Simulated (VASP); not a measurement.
Runs of VASP 6.6.1 on Na2S. The structure is cubic, space group Fm-3m (No. 225). Conventional cell: a = 6.498 Å, b = 6.498 Å, c = 6.498 Å, α = 90.00°, β = 90.00°, γ = 90.00°. Na (site symmetry -43m) has 4 S at 2.81 Å as nearest neighbours. Around S (site symmetry m-3m) lie 8 Na at 2.81 Å. The cell comes from a database or a generator and needn't be the stable form of this composition.

```csv
task,cell,k mesh,cutoff (eV),smearing,gap on the mesh (eV),pressure (GPa)
relaxation of cell and atoms,relaxed,6 × 6 × 6,600,gaussian 0.02 eV,2.44,0.0
single point,"Fm-3m, 23.6 Å³/atom",6 × 6 × 6,520,gaussian 0.02 eV,2.45,0.0
single point,"Fm-3m, 23.6 Å³/atom",8 × 8 × 8,520,gaussian 0.02 eV,2.45,0.0
single point,"Fm-3m, 22.87 Å³/atom",4 × 4 × 4,520,gaussian 0.1 eV,2.55,(a)
relaxation of cell and atoms,relaxed,8 × 8 × 8,600,gaussian 0.02 eV,2.45,0.0
```

Alike in all rows: level PBE; potentials or basis VASP PAW PBE potentials, release 64 (Na_pv, S); no spin polarisation.

Question: Estimate the missing entries.

Answer: (a) 1.0.

Caveats: the relaxation stopped at its first step, so nothing moved (some runs).

A k mesh can miss the band edges.
